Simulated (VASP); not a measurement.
# BaS in VASP: settings compared, part 2 of 2

VASP 6.6.1. The steps go on from the part before.

**3. Relaxation of the atoms, PBE+TS-HI**

The input, INCAR:

```
ALGO     = Normal         # electronic algorithm
DIPOL    = 0.5 0.5 0.500
EDIFF    = 1E-6           # SCF threshold, eV
EDIFFG   = -0.02          # ionic threshold
ENCUT    = 520            # plane-wave cutoff, eV
GGA      = PE             # functional
IBRION   = 2              # ionic algorithm
IDIPOL   = 3            
ISIF     = 2              # what is computed and relaxed
ISMEAR   = -1             # smearing method
IVDW     = 21             # dispersion correction
LASPH    = T              # aspherical terms in the spheres
LCHARG   = F              # write CHGCAR
LDIPOL   = T            
LREAL    = F              # projectors in reciprocal space
LWAVE    = F              # write WAVECAR
NELM     = 100            # most SCF steps
NSW      = 40             # ionic steps
PREC     = Accurate       # precision mode
SIGMA    = 0.05           # smearing width, eV
```

The input, KPOINTS:

```
k-points
0
Gamma
  5 5 1
```

The input, POSCAR:

```
BaS
1.0
    4.5166445648      0.0000000000      0.0000000000
    0.0000000000      4.5166445648      0.0000000000
    0.0000000000      0.0000000000     24.5812500000
Ba S
4 4
Selective dynamics
Direct
    0.5000000000      0.5000000000      0.3051106026  F F F
    0.0000000000      0.0000000000      0.4350368675  F F F
    0.5000000000      0.5000000000      0.5649631325  T T T
    0.0000000000      0.0000000000      0.6948893974  T T T
    0.0000000000      0.0000000000      0.3051106026  F F F
    0.5000000000      0.5000000000      0.4350368675  F F F
    0.0000000000      0.0000000000      0.5649631325  T T T
    0.5000000000      0.5000000000      0.6948893974  T T T
```

Potentials or basis: VASP PAW PBE potentials, release 64 (Ba_sv, S).

On the command line:

```bash
> cat potpaw_PBE.64/Ba_sv/POTCAR potpaw_PBE.64/S/POTCAR > POTCAR
> mpirun -np 1 vasp_std > vasp.out
```

OUTCAR:

```text
EDIFF = 1E-6
   EDIFFG = -0.02
   ENCUT = 520
   GGA = PE
   IBRION = 2
   ISIF = 2
   ISMEAR = -1
   IVDW = 21
   LASPH = T
   LREAL = F
   NELM = 100
   NSW = 40
   PREC = Accurate
  IVDW =  21

 ion  position               nearest neighbor table
   1  0.500  0.500  0.305-   6 3.19   5 3.19   5 3.19   5 3.19   5 3.19   2 4.52   2 4.52   2 4.52
                             2 4.52
   2  0.000  0.000  0.435-   5 3.19   6 3.19   6 3.19   6 3.19   6 3.19   7 3.19   1 4.52   1 4.52
                             1 4.52   1 4.52   3 4.52   3 4.52   3 4.52   3 4.52
   3  0.500  0.500  0.565-   8 3.19   7 3.19   7 3.19   7 3.19   7 3.19   6 3.19   4 4.52   4 4.52
                             4 4.52   4 4.52   2 4.52   2 4.52   2 4.52   2 4.52
   4  0.000  0.000  0.695-   7 3.19   8 3.19   8 3.19   8 3.19   8 3.19   3 4.52   3 4.52   3 4.52
                             3 4.52
   5  0.000  0.000  0.305-   2 3.19   1 3.19   1 3.19   1 3.19   1 3.19
   6  0.500  0.500  0.435-   1 3.19   2 3.19   2 3.19   2 3.19   2 3.19   3 3.19
   7  0.000  0.000  0.565-   4 3.19   3 3.19   3 3.19   3 3.19   3 3.19   2 3.19
   8  0.500  0.500  0.695-   3 3.19   4 3.19   4 3.19   4 3.19   4 3.19

  LATTYP: Found a simple tetragonal cell.
 ALAT       =     4.5166445648
 C/A-ratio  =     5.4423698051

  Lattice vectors:

 A1 = (   4.5166445648,   0.0000000000,   0.0000000000)
 A2 = (   0.0000000000,   4.5166445648,   0.0000000000)
 A3 = (   0.0000000000,   0.0000000000,  24.5812500000)

[... 193 lines left out ...]
   ------------------------------
      1     Ba          0.395
      2     Ba          0.297
      3     Ba          0.297
      4     Ba          0.395
      5     S          -0.390
      6     S          -0.301
      7     S          -0.301
      8     S          -0.390
[... 141 lines left out ...]
 number of electron      63.9999997 magnetization

------------------------ aborting loop because EDIFF is reached ----------------------------------------

 vacuum level on the upper side and lower side of the slab       (xc-potential included)        -0.005        -0.204

  Tkatchenko/Scheffler method for vdW energy calculation

  Number of pair interactions contributing to vdW energy:   37148

  Edisp (eV):   -1.06918
[... 85 lines left out ...]
--------------------------------------- Ionic step        6  -------------------------------------------

 number of electron      63.9999997 magnetization

 dipolmoment           0.000000      0.000000      0.013468 electrons x Angstroem

 Free energy of the ion-electron system (eV)
  ---------------------------------------------------
  ext. energy  EPLUGINS =         0.00000000
  ---------------------------------------------------
  free energy    TOTEN  =       -39.98338218 eV

  energy without entropy =      -39.98338218  energy(sigma->0) =      -39.98338218

 E-fermi :  -0.0860     XC(G=0):  -4.9598

 val. band max:       -1.1486938560   @ k =   0.0000   0.0000   0.0000
 cond. band min:       0.9044064787   @ k =   0.0000   0.0000   0.0000
 fundamental gap:      2.0531003347
 Fermi energy:        -0.0860269858

 k-point     1 :       0.0000    0.0000    0.0000
  band No.  band energies     occupation
      1     -27.7289      2.00000
      2     -27.6411      2.00000
      3     -27.3683      2.00000
      4     -27.3319      2.00000
      5     -13.2248      2.00000
      6     -13.1532      2.00000
[... 235 lines left out ...]
     37       3.3853      0.00000
     38       3.4467      0.00000

------------------------ aborting loop because EDIFF is reached ----------------------------------------

 vacuum level on the upper side and lower side of the slab       (xc-potential included)         0.052        -0.065

  Tkatchenko/Scheffler method for vdW energy calculation

  Number of pair interactions contributing to vdW energy:   37148

  Edisp (eV):   -1.06928
[... 31 lines left out ...]
  FREE ENERGIE OF THE ION-ELECTRON SYSTEM (eV)
  ---------------------------------------------------
  free  energy   TOTEN  =       -41.0526667205 eV

  energy  without entropy=      -41.0526667201  energy(sigma->0) =      -41.05266672

 reached required accuracy - stopping structural energy minimisation

 vacuum level on the upper side and lower side of the slab         3.000         2.883
```

OSZICAR:

```text
N       E                     dE             d eps       ncg     rms          rms(c)
DAV:   1     0.607709879571E+03    0.60771E+03   -0.24719E+04   464   0.133E+03
DAV:   2     0.300075090782E+02   -0.57770E+03   -0.56184E+03   716   0.278E+02
DAV:   3    -0.403693138478E+02   -0.70377E+02   -0.69864E+02   590   0.106E+02
[... 65 lines left out ...]
DAV:   2    -0.399833892655E+02   -0.54542E-04   -0.89757E-04   530   0.127E-01    0.298E-02
DAV:   3    -0.399833862114E+02    0.30541E-05   -0.61472E-05   642   0.302E-02    0.201E-02
DAV:   4    -0.399833836248E+02    0.25865E-05   -0.47397E-06   440   0.102E-02    0.128E-02
DAV:   5    -0.399833820438E+02    0.15811E-05   -0.58794E-06   440   0.144E-02    0.625E-03
DAV:   6    -0.399833821850E+02   -0.14122E-06   -0.24348E-06   432   0.625E-03
   6 F= -.41052667E+02 E0= -.41052667E+02  d E =-.340711E-03
```

CONTCAR:

```text
BaS
   1.00000000000000
     4.5166445648000000    0.0000000000000000    0.0000000000000000
     0.0000000000000000    4.5166445648000000    0.0000000000000000
     0.0000000000000000    0.0000000000000000   24.5812500000000007
  Ba              S
     4     4
Selective dynamics
Direct
     0.5000000000000000    0.5000000000000000    0.3051106026000028   F   F   F
     0.0000000000000000    0.0000000000000000    0.4350368675000027   F   F   F
     0.5000000000000000    0.5000000000000000    0.5660688830500642   T   T   T
     0.0000000000000000    0.0000000000000000    0.6935277602242135   T   T   T
     0.0000000000000000    0.0000000000000000    0.3051106026000028   F   F   F
     0.5000000000000000    0.5000000000000000    0.4350368675000027   F   F   F
     0.0000000000000000    0.0000000000000000    0.5661507538530354   T   T   T
     0.5000000000000000    0.5000000000000000    0.6944634639583134   T   T   T

  0.00000000E+00  0.00000000E+00  0.00000000E+00
  0.00000000E+00  0.00000000E+00  0.00000000E+00
  0.00000000E+00  0.00000000E+00  0.00000000E+00
  0.00000000E+00  0.00000000E+00  0.00000000E+00
  0.00000000E+00  0.00000000E+00  0.00000000E+00
  0.00000000E+00  0.00000000E+00  0.00000000E+00
  0.00000000E+00  0.00000000E+00  0.00000000E+00
  0.00000000E+00  0.00000000E+00  0.00000000E+00
```

Wall time 17 min (1 thread of Intel Xeon Platinum 8259CL at 2.50GHz (Skylake/Cascade Lake), shared host); peak memory 0.64 GiB.

What came out:

| Item | Value |
| --- | --- |
| Free energy | -41.0527 eV |
| Energy gained by relaxing | 0.8 meV/atom |
| Ionic steps | 6 |
| Band gap on the k mesh | 2.05 eV, direct |
| Hirshfeld charges | Ba +0.40, +0.30; S -0.39, -0.30 e |
| Dispersion energy per atom | -0.134 eV |

Step by step:
```
step  energy change (eV)  largest force (eV/Å)  pressure (GPa)
   1              0.0000                0.1634           -0.44
   2             -0.0025                0.1642           -0.44
   3             -0.0058                0.1662           -0.41
   4             -0.0058                0.1663           -0.40
   5             -0.0061                0.1670           -0.40
   6             -0.0062                0.1674           -0.40
```

Final structure:
```yaml
crystal:
  lattice:
    - [4.51664, 0.00000, 0.00000]
    - [0.00000, 4.51664, 0.00000]
    - [0.00000, 0.00000, 24.58125]
  atoms:
    - { symbol: Ba, position: [0.50000, 0.50000, 0.30511] }
    - { symbol: Ba, position: [0.00000, 0.00000, 0.43504] }
    - { symbol: Ba, position: [0.50000, 0.50000, 0.56607] }
    - { symbol: Ba, position: [0.00000, 0.00000, 0.69353] }
    - { symbol: S, position: [0.00000, 0.00000, 0.30511] }
    - { symbol: S, position: [0.50000, 0.50000, 0.43504] }
    - { symbol: S, position: [0.00000, 0.00000, 0.56615] }
    - { symbol: S, position: [0.50000, 0.50000, 0.69446] }
```

Levels at points of the mesh, in eV from the valence-band top:
| k point | band 30 | band 31 | band 32 | band 33 | band 34 | band 35 |
| --- | --- | --- | --- | --- | --- | --- |
| (0.00, 0.00, 0.00) | -0.04 | 0.00 | 0.00 | 2.05 | 2.40 | 2.87 |

Caveat: spin-orbit coupling is left out, which moves the levels of the heavy elements. Expect the measured gap to be larger: semilocal functionals such as PBE lack the derivative discontinuity.

**4. Relaxation of the atoms, PBE+MBD-FI**

Edit INCAR of step 3 so:

```diff
@@ -10,3 +10,3 @@
 ISMEAR   = -1             # smearing method
-IVDW     = 21             # dispersion correction
+IVDW     = 263            # dispersion correction
 LASPH    = T              # aspherical terms in the spheres
```

KPOINTS is that of step 3.

POSCAR is that of step 3.

Potentials or basis: VASP PAW PBE potentials, release 64 (Ba_sv, S).

On the command line:

```bash
> cat potpaw_PBE.64/Ba_sv/POTCAR potpaw_PBE.64/S/POTCAR > POTCAR
> mpirun -np 1 vasp_std > vasp.out
```

OUTCAR:

```text
EDIFF = 1E-6
   EDIFFG = -0.02
   ENCUT = 520
   GGA = PE
   IBRION = 2
   ISIF = 2
   ISMEAR = -1
   IVDW = 263
   LASPH = T
   LREAL = F
   NELM = 100
   NSW = 40
   PREC = Accurate
  IVDW = 263

 ion  position               nearest neighbor table
   1  0.500  0.500  0.305-   6 3.19   5 3.19   5 3.19   5 3.19   5 3.19   2 4.52   2 4.52   2 4.52
                             2 4.52
   2  0.000  0.000  0.435-   5 3.19   6 3.19   6 3.19   6 3.19   6 3.19   7 3.19   1 4.52   1 4.52
                             1 4.52   1 4.52   3 4.52   3 4.52   3 4.52   3 4.52
   3  0.500  0.500  0.565-   8 3.19   7 3.19   7 3.19   7 3.19   7 3.19   6 3.19   4 4.52   4 4.52
                             4 4.52   4 4.52   2 4.52   2 4.52   2 4.52   2 4.52
   4  0.000  0.000  0.695-   7 3.19   8 3.19   8 3.19   8 3.19   8 3.19   3 4.52   3 4.52   3 4.52
                             3 4.52
   5  0.000  0.000  0.305-   2 3.19   1 3.19   1 3.19   1 3.19   1 3.19
   6  0.500  0.500  0.435-   1 3.19   2 3.19   2 3.19   2 3.19   2 3.19   3 3.19
   7  0.000  0.000  0.565-   4 3.19   3 3.19   3 3.19   3 3.19   3 3.19   2 3.19
   8  0.500  0.500  0.695-   3 3.19   4 3.19   4 3.19   4 3.19   4 3.19

  LATTYP: Found a simple tetragonal cell.
 ALAT       =     4.5166445648
 C/A-ratio  =     5.4423698051

[... 346 lines left out ...]

 number of electron      63.9999995 magnetization

------------------------ aborting loop because EDIFF is reached ----------------------------------------
[... 87 lines left out ...]
--------------------------------------- Ionic step       12  -------------------------------------------

 number of electron      63.9999995 magnetization

 dipolmoment           0.000000      0.000000      0.035087 electrons x Angstroem

 Free energy of the ion-electron system (eV)
  ---------------------------------------------------
  ext. energy  EPLUGINS =         0.00000000
  ---------------------------------------------------
  free energy    TOTEN  =       -39.87475589 eV

  energy without entropy =      -39.87475589  energy(sigma->0) =      -39.87475589

 E-fermi :  -0.1839     XC(G=0):  -4.9172

 val. band max:       -1.1655848142   @ k =   0.0000   0.0000   0.0000
 cond. band min:       0.7469057160   @ k =   0.0000   0.0000   0.0000
 fundamental gap:      1.9124905301
 Fermi energy:        -0.1839392562

 k-point     1 :       0.0000    0.0000    0.0000
  band No.  band energies     occupation
      1     -27.7838      2.00000
      2     -27.5638      2.00000
      3     -27.3860      2.00000
      4     -27.3182      2.00000
      5     -13.3172      2.00000
      6     -13.2141      2.00000
[... 235 lines left out ...]
     37       3.4078      0.00000
     38       3.5180      0.00000

------------------------ aborting loop because EDIFF is reached ----------------------------------------

 vacuum level on the upper side and lower side of the slab       (xc-potential included)         0.146        -0.159

  Tkatchenko/Scheffler method for vdW energy calculation

  Edisp (eV):   -4.74869

  FORCE on cell =-STRESS in cart. coord.  units (eV):
  Direction    XX          YY          ZZ          XY          YZ          ZX
  --------------------------------------------------------------------------------------
  -------------------------------------------------------------------------------------
  Total      -7.72403    -7.72403    -2.10559     0.00000     0.00000     0.00000
  in kB     -24.67849   -24.67849    -6.72741     0.00000     0.00000     0.00000
  external pressure =      -18.69 kB  Pullay stress =        0.00 kB
[... 23 lines left out ...]
  FREE ENERGIE OF THE ION-ELECTRON SYSTEM (eV)
  ---------------------------------------------------
  free  energy   TOTEN  =       -44.6234443619 eV

  energy  without entropy=      -44.6234443606  energy(sigma->0) =      -44.62344436

 reached required accuracy - stopping structural energy minimisation

 vacuum level on the upper side and lower side of the slab         3.159         2.843
```

Run time: 47 min. Hardware: 1 thread of Intel Xeon Platinum 8259CL at 2.50GHz (Skylake/Cascade Lake), shared host; peak memory 0.64 GiB.

Results:

```yaml
Free_energy: -44.6234 eV
Energy_gained_by_relaxing: 16.0 meV/atom
Ionic_steps: 12
Band_gap_on_the_k_mesh: 1.91 eV, direct
Hirshfeld_charges: Ba +0.40, +0.30; S -0.39, -0.30 e
Dispersion_energy_per_atom: -0.594 eV
```

Step by step:
```csv
step,energy change (eV),largest force (eV/Å),pressure (GPa)
1,0.0000,0.6051,-2.70
2,-0.0144,0.6063,-2.67
3,-0.0416,0.6087,-2.60
4,-0.0556,0.5494,-2.08
5,-0.0696,0.5511,-2.05
6,-0.0977,0.5580,-1.99
7,-0.1018,0.5569,-1.95
8,-0.1333,0.5704,-1.87
9,-0.1248,0.5659,-1.87
10,-0.1350,0.5695,-1.88
11,-0.1346,0.5693,-1.88
12,-0.1282,0.5677,-1.87
```

Final structure:
```
Ba S
1.0
     4.51664    0.00000    0.00000
     0.00000    4.51664    0.00000
     0.00000    0.00000   24.58125
Ba S
4 4
Direct
  0.50000 0.50000 0.30511
  0.00000 0.00000 0.43504
  0.50000 0.50000 0.56011
  0.00000 0.00000 0.68266
  0.00000 0.00000 0.30511
  0.50000 0.50000 0.43504
  0.00000 0.00000 0.56011
  0.50000 0.50000 0.68531
```

Caveat: spin-orbit coupling is left out, which moves the levels of the heavy elements.

**5. Relaxation of the atoms, PBE+dDsC**

Edit INCAR of step 4 so:

```diff
@@ -10,3 +10,3 @@
 ISMEAR   = -1             # smearing method
-IVDW     = 263            # dispersion correction
+IVDW     = 4              # dispersion correction
 LASPH    = T              # aspherical terms in the spheres
```

KPOINTS is that of step 4.

POSCAR is that of step 4.

On the command line:

```bash
> cat potpaw_PBE.64/Ba_sv/POTCAR potpaw_PBE.64/S/POTCAR > POTCAR
> mpirun -np 1 vasp_std > vasp.out
```

Wall time 19 min (1 thread of Intel Xeon Platinum 8259CL at 2.50GHz (Skylake/Cascade Lake), shared host); peak memory 0.63 GiB.

Results (log left out):

```yaml
Free_energy: -42.6337 eV
Energy_gained_by_relaxing: 3.5 meV/atom
Ionic_steps: 14
Band_gap_on_the_k_mesh: 2.03 eV, direct
Hirshfeld_charges: Ba +0.50, +0.41, +0.49; S -0.49, -0.41 e
Dispersion_energy_per_atom: -0.332 eV
```

Step by step:
```csv
step,energy change (eV),largest force (eV/Å),pressure (GPa)
1,0.0000,0.1876,-0.83
2,0.0080,0.1879,-0.81
3,-0.0293,0.1899,-0.79
4,-0.0352,0.1901,-0.79
5,-0.0488,0.1906,-0.78
6,-0.0671,0.1914,-0.78
7,-0.0884,0.1912,-0.78
8,-0.2035,0.1912,-0.80
9,-0.0311,0.1886,-0.72
10,-0.1987,0.1899,-0.79
11,-0.0299,0.1884,-0.73
12,-0.0231,0.1886,-0.72
13,-0.0323,0.1879,-0.71
14,-0.0279,0.1875,-0.71
```

Final structure:
```
CELL_PARAMETERS angstrom
4.51664 0.00000 0.00000
0.00000 4.51664 0.00000
0.00000 0.00000 24.58125
ATOMIC_POSITIONS crystal
Ba 0.50000 0.50000 0.30511
Ba 0.00000 0.00000 0.43504
Ba 0.50000 0.50000 0.56481
Ba 0.00000 0.00000 0.69197
S 0.00000 0.00000 0.30511
S 0.50000 0.50000 0.43504
S 0.00000 0.00000 0.56532
S 0.50000 0.50000 0.69249
```

Levels at points of the mesh, in eV from the valence-band top:
```csv
k point,band 28,band 29,band 30,band 31,band 32,band 33,band 34,band 35,band 36,band 37
"(0.00, 0.00, 0.00)",-0.34,-0.06,-0.06,0.00,0.00,2.03,2.39,2.86,2.93,3.17
```

Caveat: spin-orbit coupling is left out, which moves the levels of the heavy elements. PBE gaps usually lie below the measured ones, often by a third to a half.

**6. Summary**

```tsv
level	gap on the mesh (eV)
PBE+TS	2.12
PBE+TS-HI	2.05
PBE+MBD-FI	1.91
PBE+dDsC	2.03
```

Alike in all rows: task relaxation of the atoms; potentials or basis VASP PAW PBE potentials, release 64 (Ba_sv, S); no spin polarisation; cell atoms relaxed; k mesh 5 × 5 × 1; cutoff (eV) 520; smearing fermi-dirac 0.05 eV.

Caveats: spin-orbit coupling is left out, which moves the levels of the heavy elements.

Total energies depend on the potentials used, so only differences within one code and one set of settings carry meaning.
